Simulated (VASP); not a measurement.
Here is a VASP 6.6.1 calculation.

Contents of INCAR:

```
SYSTEM = MgO
  ALGO = Normal
  EDIFF = 1E-7
  ENCUT = 520
  GGA = CA
  ICORELEVEL = 1
  ISIF = 2
  ISMEAR = 0
  LASPH = .TRUE.
  LCHARG = .FALSE.
  LREAL = .FALSE.
  LWAVE = .FALSE.
  NBANDS = 11
  NELM = 80
  PREC = Accurate
  SIGMA = 0.03
```

KPOINTS

```
k-points
0
G
  12 12 12
  0 0 0
```

File POSCAR:

```
MgO                                     
1.0
    0.0000000000      2.0716355029      2.0716355029
    2.0716355029      0.0000000000      2.0716355029
    2.0716355029      2.0716355029      0.0000000000
  Mg              O             
     1     1
Direct
     0.0000000000000000    0.0000000000000000    0.0000000000000000
     0.5000000000000000    0.5000000000000000    0.5000000000000000
```

KPOINTS_OPT

```
explicit points
109
Reciprocal
 0.0000000000  0.0000000000  0.0000000000 1
 0.0555555556  0.0000000000  0.0555555556 1
 0.1111111111  0.0000000000  0.1111111111 1
 0.1666666667  0.0000000000  0.1666666667 1
 0.2222222222  0.0000000000  0.2222222222 1
 0.2777777778  0.0000000000  0.2777777778 1
 0.3333333333  0.0000000000  0.3333333333 1
 0.3888888889  0.0000000000  0.3888888889 1
 0.4444444444  0.0000000000  0.4444444444 1
 0.5000000000  0.0000000000  0.5000000000 1
 0.5000000000  0.0000000000  0.5000000000 1
 0.5000000000  0.0277777778  0.5277777778 1
 0.5000000000  0.0555555556  0.5555555556 1
 0.5000000000  0.0833333333  0.5833333333 1
 0.5000000000  0.1111111111  0.6111111111 1
 0.5000000000  0.1388888889  0.6388888889 1
 0.5000000000  0.1666666667  0.6666666667 1
 0.5000000000  0.1944444444  0.6944444444 1
 0.5000000000  0.2222222222  0.7222222222 1
 0.5000000000  0.2500000000  0.7500000000 1
 0.5000000000  0.2500000000  0.7500000000 1
 0.4861111111  0.2638888889  0.7500000000 1
 0.4722222222  0.2777777778  0.7500000000 1
 0.4583333333  0.2916666667  0.7500000000 1
 0.4444444444  0.3055555556  0.7500000000 1
 0.4305555556  0.3194444444  0.7500000000 1
 0.4166666667  0.3333333333  0.7500000000 1
 0.4027777778  0.3472222222  0.7500000000 1
 0.3888888889  0.3611111111  0.7500000000 1
 0.3750000000  0.3750000000  0.7500000000 1
 0.3750000000  0.3750000000  0.7500000000 1
 0.3333333333  0.3333333333  0.6666666667 1
 0.2916666667  0.2916666667  0.5833333333 1
 0.2500000000  0.2500000000  0.5000000000 1
 0.2083333333  0.2083333333  0.4166666667 1
 0.1666666667  0.1666666667  0.3333333333 1
 0.1250000000  0.1250000000  0.2500000000 1
 0.0833333333  0.0833333333  0.1666666667 1
 0.0416666667  0.0416666667  0.0833333333 1
 0.0000000000  0.0000000000  0.0000000000 1
 0.0000000000  0.0000000000  0.0000000000 1
 0.0555555556  0.0555555556  0.0555555556 1
 0.1111111111  0.1111111111  0.1111111111 1
 0.1666666667  0.1666666667  0.1666666667 1
 0.2222222222  0.2222222222  0.2222222222 1
 0.2777777778  0.2777777778  0.2777777778 1
 0.3333333333  0.3333333333  0.3333333333 1
 0.3888888889  0.3888888889  0.3888888889 1
 0.4444444444  0.4444444444  0.4444444444 1
 0.5000000000  0.5000000000  0.5000000000 1
 0.5000000000  0.5000000000  0.5000000000 1
 0.5138888889  0.4722222222  0.5138888889 1
 0.5277777778  0.4444444444  0.5277777778 1
 0.5416666667  0.4166666667  0.5416666667 1
 0.5555555556  0.3888888889  0.5555555556 1
 0.5694444444  0.3611111111  0.5694444444 1
 0.5833333333  0.3333333333  0.5833333333 1
 0.5972222222  0.3055555556  0.5972222222 1
 0.6111111111  0.2777777778  0.6111111111 1
 0.6250000000  0.2500000000  0.6250000000 1
 0.6250000000  0.2500000000  0.6250000000 1
 0.6111111111  0.2500000000  0.6388888889 1
 0.5972222222  0.2500000000  0.6527777778 1
 0.5833333333  0.2500000000  0.6666666667 1
 0.5694444444  0.2500000000  0.6805555556 1
 0.5555555556  0.2500000000  0.6944444444 1
 0.5416666667  0.2500000000  0.7083333333 1
 0.5277777778  0.2500000000  0.7222222222 1
 0.5138888889  0.2500000000  0.7361111111 1
 0.5000000000  0.2500000000  0.7500000000 1
 0.5000000000  0.2500000000  0.7500000000 1
 0.5000000000  0.2777777778  0.7222222222 1
 0.5000000000  0.3055555556  0.6944444444 1
 0.5000000000  0.3333333333  0.6666666667 1
 0.5000000000  0.3611111111  0.6388888889 1
 0.5000000000  0.3888888889  0.6111111111 1
 0.5000000000  0.4166666667  0.5833333333 1
 0.5000000000  0.4444444444  0.5555555556 1
 0.5000000000  0.4722222222  0.5277777778 1
 0.5000000000  0.5000000000  0.5000000000 1
 0.5000000000  0.5000000000  0.5000000000 1
 0.4861111111  0.4861111111  0.5277777778 1
 0.4722222222  0.4722222222  0.5555555556 1
 0.4583333333  0.4583333333  0.5833333333 1
 0.4444444444  0.4444444444  0.6111111111 1
 0.4305555556  0.4305555556  0.6388888889 1
 0.4166666667  0.4166666667  0.6666666667 1
 0.4027777778  0.4027777778  0.6944444444 1
 0.3888888889  0.3888888889  0.7222222222 1
 0.3750000000  0.3750000000  0.7500000000 1
 0.6250000000  0.2500000000  0.6250000000 1
 0.6111111111  0.2222222222  0.6111111111 1
 0.5972222222  0.1944444444  0.5972222222 1
 0.5833333333  0.1666666667  0.5833333333 1
 0.5694444444  0.1388888889  0.5694444444 1
 0.5555555556  0.1111111111  0.5555555556 1
 0.5416666667  0.0833333333  0.5416666667 1
 0.5277777778  0.0555555556  0.5277777778 1
 0.5138888889  0.0277777778  0.5138888889 1
 0.5000000000  0.0000000000  0.5000000000 1
 0.0000000000  0.0000000000  0.0000000000 1
 0.3750000000  0.3750000000  0.7500000000 1
 0.5000000000  0.5000000000  0.5000000000 1
 0.6250000000  0.2500000000  0.6250000000 1
 0.5000000000  0.2500000000  0.7500000000 1
 0.5000000000  0.0000000000  0.5000000000 1
 0.4000000000  0.0000000000  0.4000000000 1
 0.4250000000  0.0000000000  0.4250000000 1
 0.4500000000  0.0000000000  0.4500000000 1
```

Potentials or basis: VASP PAW LDA potentials, release 64 (Mg, O).

Command:

```sh
$ cat potpaw_LDA.64/Mg/POTCAR potpaw_LDA.64/O/POTCAR > POTCAR
$ mpirun -np 1 vasp_std > vasp.out
```

Predict the band gap along the path.

5.15 eV, direct.

Estimate the pressure.

0.3 GPa.

What does it give for the band gap on the k mesh?

5.15 eV, direct.

Levels at the corners of the path, in eV from the valence-band top:
```csv
point,band 1,band 2,band 3,band 4,band 5,band 6,band 7,band 8,band 9
Γ,-17.27,0.00,0.00,0.00,5.15,15.79,15.79,15.79,19.95
X,-15.49,-4.36,-1.44,-1.44,8.93,10.25,13.42,19.39,19.39
X,-15.49,-4.36,-1.44,-1.44,8.93,10.25,13.42,19.39,19.39
W,-15.43,-3.17,-3.17,-1.90,11.78,11.78,12.49,15.91,22.29
W,-15.43,-3.17,-3.17,-1.90,11.78,11.78,12.49,15.91,22.29
K,-15.47,-3.74,-2.91,-1.24,10.11,12.08,12.78,18.47,18.68
K,-15.47,-3.74,-2.91,-1.24,10.11,12.08,12.78,18.47,18.68
Γ,-17.27,0.00,0.00,0.00,5.15,15.79,15.79,15.79,19.95
Γ,-17.27,0.00,0.00,0.00,5.15,15.79,15.79,15.79,19.95
L,-15.78,-4.92,-0.72,-0.72,8.05,12.96,16.51,16.51,21.30
L,-15.78,-4.92,-0.72,-0.72,8.05,12.96,16.51,16.51,21.30
U,-15.47,-3.74,-2.91,-1.24,10.11,12.08,12.78,18.47,18.68
U,-15.47,-3.74,-2.91,-1.24,10.11,12.08,12.78,18.47,18.68
W,-15.43,-3.17,-3.17,-1.90,11.78,11.78,12.49,15.91,22.29
W,-15.43,-3.17,-3.17,-1.90,11.78,11.78,12.49,15.91,22.29
L,-15.78,-4.92,-0.72,-0.72,8.05,12.96,16.51,16.51,21.30
L,-15.78,-4.92,-0.72,-0.72,8.05,12.96,16.51,16.51,21.30
K,-15.47,-3.74,-2.91,-1.24,10.11,12.08,12.78,18.47,18.68
U,-15.47,-3.74,-2.91,-1.24,10.11,12.08,12.78,18.47,18.68
X,-15.49,-4.36,-1.44,-1.44,8.93,10.25,13.42,19.39,19.39
```

**Measured values to compare with.**

“Electronic structure of alkaline earth and post-transition metal oxides”, 2009, arxiv:0908.1581 quotes, for a bulk crystal of MgO: band gap 7.83 eV.

Measured gap of MgO: 7.83 eV (quoted in “Electronic structure of alkaline earth and post-transition metal oxides”, 2009, arxiv:0908.1581). This calculation gives 5.15 eV (-2.68 eV). The value is that of LDA, without temperature or zero-point motion. Semilocal functionals fall short of measured gaps as a rule.
